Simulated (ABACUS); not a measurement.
# ZnS (Wurtzite-6H): single point with PBE

**The experiment to reproduce.**

From a printed reference work, monograph, for a bulk crystal of ZnS at 4 K: band gap 3.911 eV (direct).

The system is ZnS (Wurtzite-6H).

```xyz
12
Lattice="3.8120 0.0000 0.0000 -1.9060 3.3013 0.0000 0.0000 0.0000 18.6900" Properties=species:S:1:pos:R:3 pbc="T T T"
Zn    0.0000    2.2009   15.5749
Zn    1.9060    1.1004    6.2299
Zn    1.9060    1.1004   12.4601
Zn    0.0000    2.2009    3.1151
Zn    0.0000    0.0000    9.3450
Zn    0.0000    0.0000    0.0000
S     0.0000    2.2009   17.9112
S     1.9060    1.1004    8.5662
S     1.9060    1.1004   14.7963
S     0.0000    2.2009    5.4513
S     0.0000    0.0000   11.6812
S     0.0000    0.0000    2.3362
```

```json
{
 "Program": "ABACUS 3.10.1",
 "Task": "single point",
 "Functional": "PBE",
 "Potentials or basis": "PseudoDojo NC SR 0.4.1 PBE standard",
 "Cutoff": "1361 eV",
 "Density cutoff": "5442 eV",
 "Basis": "DZP LCAO (the cutoffs set its grid)",
 "k mesh": "6 × 6 × 1",
 "Occupations": "fermi-dirac, width 0.05 eV",
 "Spin": "no spin polarisation"
}
```

| Quantity | Value |
| --- | --- |
| Pressure | 3.2 GPa |
| Largest force | 0.032 eV/Å |
| Band gap on the k mesh | 2.32 eV, direct |
| Mulliken charges | Zn +0.28, +0.29; S -0.28, -0.29 e |

Forces on the atoms (eV/Å):
```
Zn   0.000  0.000  0.003
Zn   0.000  0.000  0.003
Zn   0.000  0.000  0.019
Zn   0.000  0.000  0.019
Zn   0.000  0.000  0.001
Zn   0.000  0.000  0.001
S    0.000  0.000 -0.032
S    0.000  0.000 -0.032
S    0.000  0.000 -0.008
S    0.000  0.000 -0.008
S    0.000  0.000  0.018
S    0.000  0.000  0.018
```

Levels at points of the mesh, in eV from the valence-band top:
| k point | band 76 | band 77 | band 78 | band 79 | band 80 | band 81 |
| --- | --- | --- | --- | --- | --- | --- |
| (0.00, 0.00, 0.00) | -0.02 | 0.00 | 0.00 | 2.32 | 3.28 | 3.39 |
| (0.50, 0.50, 0.00) | -1.26 | -1.09 | -0.88 | 3.52 | 3.67 | 3.74 |

Wall time 13 s on 4 MPI ranks on Intel(R) Xeon(R) 6975P-C (Granite Rapids), on a shared host, peak memory 0.64 GiB a rank.

Measured gap of ZnS: 3.911 eV (direct; 4 K; a printed reference work, monograph). This calculation gives 2.32 eV (-1.59 eV). The value is that of PBE in an atomic basis (PseudoDojo NC SR 0.4.1 PBE standard, DZP LCAO (the cutoffs set its grid)), whose error adds to the functional's,, without temperature or zero-point motion. Semilocal functionals fall short of measured gaps as a rule.

Caveat: the atomic orbitals were generated for these runs and aren't a published set; Mulliken charges move with the basis; the cell's inner coordinates are idealised or old, which leaves forces on the atoms; the basis of atomic orbitals isn't converged, which shifts pressures, moduli and gaps.
